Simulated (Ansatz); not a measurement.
Stress against strain in Ag

```yaml
crystal:
  lattice:
    - [2.88620, 0.00000, 0.00000]
    - [-1.44310, 2.49952, 0.00000]
    - [0.00000, 0.00000, 10.00000]
  atoms:
    - { symbol: Ag, position: [0.33333, 0.66667, 0.25000] }
    - { symbol: Ag, position: [0.66667, 0.33333, 0.75000] }
    - { symbol: Ag, position: [0.00000, 0.00000, 0.00000] }
    - { symbol: Ag, position: [0.00000, 0.00000, 0.50000] }
```

Atom numbers follow the list: Ag1, Ag2, Ag3, Ag4.

The cell comes from COD entry 1509194, which wasn't checked; take it as a given geometry.

These are results of Ansatz 0.2.0, DFT, PBE, all-electron LAPW, scalar-relativistic, not measurements.

The runs use a Γ-centred 14×14×4 k mesh, Fermi–Dirac smearing of 0.08 eV, basis error target 0.5 meV/atom, no spin polarisation.

The strain is applied along the Cartesian axes of the cell as listed (the other components stay zero). Fractional coordinates are held (clamped ions).

σ is the change of stress from the unstrained cell, which is at -0.38 GPa; tension is positive, so slopes are stress–strain coefficients at that pressure. In a metal the k mesh adds noise.

Only quantities that a quadratic follows smoothly over the whole series are listed; rougher ones are left out.

| εzz | σzz (GPa) | σxx (GPa) |
| --- | --- | --- |
| -0.0300 | -3.80 | -1.90 |
| -0.0200 | -2.40 | -1.21 |
| 0.0000 | 0.00 | 0.00 |
| 0.0100 | 1.08 | 0.51 |
| 0.0200 | 2.10 | 0.95 |
| 0.0300 | 3.04 | 1.34 |

Task: Fit the series and read off the stiffness at zero strain.

Result: Least-squares fits y = p0 + p1 x + p2 x² to the rows give σzz (GPa): p1 = 113, p2 = -420; σxx (GPa): p1 = 54, p2 = -310. So C33 = 113 GPa and C13 = 54 GPa, for these axes.

Task: One run, at εzz = -0.0100, is withheld. Predict its row.

Result: The fits give -1.17, -0.57; the run gave -1.15, -0.57.
